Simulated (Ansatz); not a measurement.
# MoSe2: a line through a two-coordinate scan

An exercise on one series of results from a longer session: the logs are not shown, and one member is left open.

The COD entry's cell or inner coordinates are ideal or old and differ from later refinements, so a difference from it is no clean test against experiment.

Computed with Ansatz 0.2.0 (DFT LDA+D3(BJ), scalar-relativistic, plane waves, PAW, unless a step's input says otherwise).

16 further runs of the same task are left out: 16 set aside as unsound or not needed.

**The structure to begin with**

Symmetry: P6_3/mmc, No. 194, hexagonal system. Conventional cell: a = 3.204 Å, b = 3.204 Å, c = 12.166 Å, α = 90.00°, β = 90.00°, γ = 120.00°. Mo (site symmetry -6m2) has 6 Se at 2.49 Å as nearest neighbours. Around Se (site symmetry 3m) lie 3 Mo at 2.49 Å.

As a file:

```cif
data_structure
_symmetry_space_group_name_H-M 'P 1'
_symmetry_Int_Tables_number 1
_cell_length_a 3.2039
_cell_length_b 3.2039
_cell_length_c 12.1661
_cell_angle_alpha 90.000
_cell_angle_beta 90.000
_cell_angle_gamma 120.000
_cell_volume 108.15
loop_
_atom_site_label
_atom_site_type_symbol
_atom_site_fract_x
_atom_site_fract_y
_atom_site_fract_z
_atom_site_occupancy
Mo1 Mo 0.33333 0.66667 0.25000 1
Mo2 Mo 0.66667 0.33333 0.75000 1
Se1 Se 0.33333 0.66667 0.61332 1
Se2 Se 0.66667 0.33333 0.11332 1
Se3 Se 0.33333 0.66667 0.88668 1
Se4 Se 0.66667 0.33333 0.38668 1
```

It is the result of an earlier relaxation at this level (volume 18.03 Å³/atom; gap on the mesh: 0.48 eV).

**Plan of the line**

The energy is mapped over volume and the cell's shape.

The axes are (1) volume per atom: 7 values from 16.58 to 19.47 Å³; (2) c/a of the conventional cell: 7 values from 3.505 to 4.114.

Nothing else is relaxed (fractional coordinates fixed). Energies count from the relaxed crystal. Points are written as (first, second).

Set-up of the first run:

File input.yaml:

```yaml
crystal:
  lattice:
    - [3.2005136693, 0.0, 0.0]
    - [-1.6002568347, 2.7717261428, 0.0]
    - [0.0, 0.0, 11.2168402569]
  atoms:
    - { symbol: Mo, position: [0.3333333333, 0.6666666667, 0.25] }
    - { symbol: Mo, position: [0.6666666667, 0.3333333333, 0.75] }
    - { symbol: Se, position: [0.3333333333, 0.6666666667, 0.6133208416] }
    - { symbol: Se, position: [0.6666666667, 0.3333333333, 0.1133208416] }
    - { symbol: Se, position: [0.3333333333, 0.6666666667, 0.8866791584] }
    - { symbol: Se, position: [0.6666666667, 0.3333333333, 0.3866791584] }
basis:
  ecutwfc: 420
kpoints:
  mp_grid: { grid: [15, 15, 4] }
hamiltonian:
  xc: lda
  pseudopotentials: { kind: paw, azcp: { folder: soft_1 } }
  dispersion: d3bj
scf:
  occupations: { method: gaussian, width: 0.05 }
output:
  forces: true
  stress: true
  eigenvalues: true
```

Started as:

```
ansatz run input.yaml --threads 2 --pin off --max-ram 4096MiB --backend cpu --events-out ev --progress --plain --runs-dir out
```

Among the steps run: Grid point (16.58 Å³, 3.505); Grid point (17.06 Å³, 3.505); Grid point (17.55 Å³, 3.505); The run at (18.03 Å³, 3.505); The run at (18.51 Å³, 3.505); The run at (18.99 Å³, 3.505).

One of the session's tables, all rows but one given; the rest of the session is left out.

| volume per atom (Å³) | energy (meV/atom) | slope (meV/atom per Å³) | pressure (GPa) | band gap on the k-mesh (eV) | largest force on an atom (eV/Å) |
| --- | --- | --- | --- | --- | --- |
| 16.58 | 134 | −117 | 18.8 | 0.00 | 2.35 |
| 17.06 | 87 | −78 | 12.5 | 0.09 | 1.79 |
| 17.55 | ? | ? | ? | ? | ? |
| 18.03 | 45 | −14 | 2.2 | 0.23 | 0.83 |
| 18.51 | 45 | 12 | −2.0 | 0.27 | 0.41 |
| 18.99 | 56 | 35 | −5.6 | 0.31 | 0.04 |
| 19.47 | 78 | 54 | −8.7 | 0.35 | 0.30 |

Estimate the missing values for volume per atom (Å³) = 17.55.

Worked estimate for «energy (meV/atom)». A straight line through the neighbours (17.06, 87) and (18.03, 45) gives 87 + (45 − 87) × (17.55 − 17.06) / (18.03 − 17.06) = 66; a parabola fitted to 4 rows on both sides gives 58.

**Answer.** energy (meV/atom): 59; slope (meV/atom per Å³): −43; pressure (GPa): 6.9; band gap on the k-mesh (eV): 0.17; largest force on an atom (eV/Å): 1.29. In «energy (meV/atom)» the line misses by +7 and the parabola by -1.

Energies count from the relaxed crystal. Rows without a step come from runs not printed here or follow by symmetry. Slopes come from the forces (and the stress, where the cell changes), not from differences of energies.

In words: Along the line the energy is lowest at 18.51 Å³, 45 meV/atom from the zero. A fit to energies and slopes at the lowest point and its two neighbours puts the minimum at 18.269 Å³, with a curvature of about 54 meV/atom per (Å³)². V·d²E/dV² there is about 160 GPa, a bulk modulus under this line's constraint. The highest point computed, at 16.58 Å³, lies 89 meV/atom above the lowest. The gap on the mesh reads zero on part of the line; semilocal functionals close small gaps early. This is one cut through a surface in two coordinates; the map's lowest point lies off it. The gap on the mesh closes on part of the grid.

To keep in mind: Warnings in the runs' records: pseudo functional mismatch, dispersion damping borrowed.
